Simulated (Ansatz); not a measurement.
Runs of Ansatz 0.2.0 on InPd. The structure is cubic, space group Pm-3m (No. 221). The conventional cell has a = 3.272 Å, b = 3.272 Å, c = 3.272 Å, α = 90.00°, β = 90.00°, γ = 90.00°. In (site symmetry m-3m) is surrounded by 8 Pd at 2.83 Å. Around Pd (site symmetry m-3m) lie 8 In at 2.83 Å. The cell comes from a database or a generator and needn't be the stable form of this composition.

```csv
level,gap on the mesh (eV),pressure (GPa),relaxed volume (Å³/atom)
PBEsol+D4,none,0.0,16.81
PBEsol+D3(BJ)-ATM,none,0.0,16.62
PBEsol+D3(BJ),none,0.0,16.50
PBEsol,none,0.0,(a)
```

Alike in all rows: task relaxation of cell and atoms; potentials or basis Ansatz PAW; no spin polarisation; cell relaxed; k mesh 8 × 8 × 8; cutoff (eV) 420; smearing fermi-dirac 0.05 eV.

Q: Estimate the missing entries.

A: (a) 17.11.

Caveats: the plane-wave basis is chosen anew once the cell has moved, so the energies of steps on either side of that aren't comparable; the PAW data sets come from PBE, with cores solved anew for the run's functional, which leaves a small shift of forces and pressure; pairwise dispersion overbinds metals, which lowers pressure and volume (some runs).

A k mesh can miss the band edges, and the runs leave out spin-orbit coupling on In, Pd.

A gap of «none» marks a metal or a gap under the smearing width.
